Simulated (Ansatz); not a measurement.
**InSb: pressure against volume**

The task here is to estimate one member of a computed series from the others.

Method: DFT PBE, scalar-relativistic, in Ansatz 0.2.0.

### The system as given

The structure is cubic, space group F-43m (No. 216). Conventional cell: a = 6.478 Å, b = 6.478 Å, c = 6.478 Å, α = 90.00°, β = 90.00°, γ = 90.00°. In (site symmetry -43m) is surrounded by 4 Sb at 2.81 Å. Around Sb (site symmetry -43m) lie 4 In at 2.81 Å.

As a file:

```cif
data_structure
_symmetry_space_group_name_H-M 'F-43m'
_symmetry_Int_Tables_number 216
_cell_length_a 6.4782
_cell_length_b 6.4782
_cell_length_c 6.4782
_cell_angle_alpha 90.000
_cell_angle_beta 90.000
_cell_angle_gamma 90.000
_cell_volume 271.87
loop_
_atom_site_label
_atom_site_type_symbol
_atom_site_symmetry_multiplicity
_atom_site_Wyckoff_symbol
_atom_site_fract_x
_atom_site_fract_y
_atom_site_fract_z
_atom_site_occupancy
In1 In 4 a 0.00000 0.00000 0.00000 1
Sb1 Sb 4 c 0.25000 0.25000 0.25000 1
```

The file gives the conventional cell by its symmetry; the runs use the cell typed in the input.

Structure: COD 9008853, as refined from experiment and not relaxed.

Atoms are numbered in the order of the input: In1, Sb2.

Set-up of the first run:

input.yaml

```yaml
crystal:
  lattice:
    - [0.0, 3.1735398497, 3.1735398497]
    - [3.1735398497, 0.0, 3.1735398497]
    - [3.1735398497, 3.1735398497, 0.0]
  atoms:
    - { symbol: In, position: [0.0, 0.0, 0.0] }
    - { symbol: Sb, position: [0.75, 0.75, 0.75] }
kpoints:
  mp_grid: { grid: [10, 10, 10] }
scf:
  occupations: { method: fermi_dirac, width: 0.03 }
hamiltonian:
  xc: pbe
  pseudopotentials: { kind: all_electron, lapw: { basis_error: 0.00025 } }
output:
  forces: true
  stress: true
  eigenvalues: true
```

Launch:

```bash
$ ansatz run input.yaml --threads 1 --pin off --max-ram 3072MiB --backend cpu --events-out ev --progress --plain --runs-dir out
```

Steps of the session up to this table: Volume × 0.9405, LAPW; Volume × 0.9405, PAW; Volume × 0.9405, crystal datasets; Volume × 0.98, LAPW; Volume × 0.98, PAW; Volume × 1.02, LAPW; Volume × 1.02, PAW; Volume × 1.06, LAPW; Volume × 1.06, PAW; Volume × 1.06, crystal datasets.

One table of the session follows, with a row left open; its other results are not shown here.

| method | volume (Å³/atom) | pressure (GPa) |
| --- | --- | --- |
| LAPW | 31.962 | 6.75 |
| LAPW | 33.304 | 4.24 |
| LAPW | 33.984 | 3.15 |
| LAPW | 34.664 | 2.18 |
| LAPW | 36.023 | 0.52 |
| PAW | 31.962 | ? |
| PAW | 33.304 | 4.23 |
| PAW | 33.984 | 3.15 |
| PAW | 34.664 | 2.17 |
| PAW | 36.023 | 0.51 |
| crystal datasets | 31.962 | 6.75 |
| crystal datasets | 33.984 | 3.15 |
| crystal datasets | 36.023 | 0.52 |

Estimate the missing values for PAW, 31.962.

**Answer.** pressure (GPa): 6.74. In the column «pressure (GPa)» it lies between LAPW, 33.304 (4.24) and LAPW, 31.962 (6.75).

To keep in mind: Spin-orbit coupling is left out, though the cell holds Sb; in elements this heavy it can shift bands and gaps by tenths of an eV. Warnings in the runs' records: gradients without spin orbit, crystal datasets made.
